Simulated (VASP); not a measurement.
Runs of VASP 6.6.1 on ScAl3N4. It takes space group Cmc2_1 (No. 36, orthorhombic). Conventional cell: a = 6.478 Å, b = 11.150 Å, c = 4.996 Å, α = 90.00°, β = 90.00°, γ = 90.00°. Sc (site symmetry m) is surrounded by 4 N at 2.04 to 2.12 Å. Al (site symmetry 1) has 4 N at 1.89 to 1.95 Å as nearest neighbours. Al (site symmetry m) is surrounded by 4 N at 1.89 to 1.95 Å. N (site symmetry m) is surrounded by 2 Al at 1.90 Å and 2 Sc at 2.04 to 2.12 Å. N (site symmetry 1) is surrounded by 3 Al at 1.89 Å and 1 Sc at 2.05 Å. Around N (site symmetry m) lie 4 Al at 1.92 to 1.95 Å. The cell was built by a generator and needn't be a form met in nature.

```tsv
task	level	cell	k mesh	cutoff (eV)	grid for exact exchange (PRECFOCK)	screening parameter	mesh quality	gap on the mesh (eV)	pressure (GPa)	largest force (eV/Å)
relaxation of cell and atoms	PBEsol	relaxed	6 × 6 × 6	600	-	-	not flagged	3.55	0.0	-
band structure	PBEsol	as given	6 × 6 × 6	520	-	-	not flagged	3.55	0.1	-
band structure	r2SCAN	as given	6 × 6 × 6	520	-	-	not flagged	4.13	0.2	(a)
band structure	HSE06	as given	4 × 2 × 2	520	Fast	0.2 1/A	coarse	5.08	-0.4	(b)
```

Alike in all rows: potentials or basis VASP PAW PBE potentials, release 64 (Sc_sv, Al, N); no spin polarisation; smearing gaussian 0.03 eV.

Question: Fill in the values left out.

Answer: (a) 0.28; (b) 0.15.

Caveats: some runs use coarse meshes; the PAW data sets were made with another functional, which shifts forces and pressure a little; the mesh misses the band edges, which the band path finds closer together (some runs).
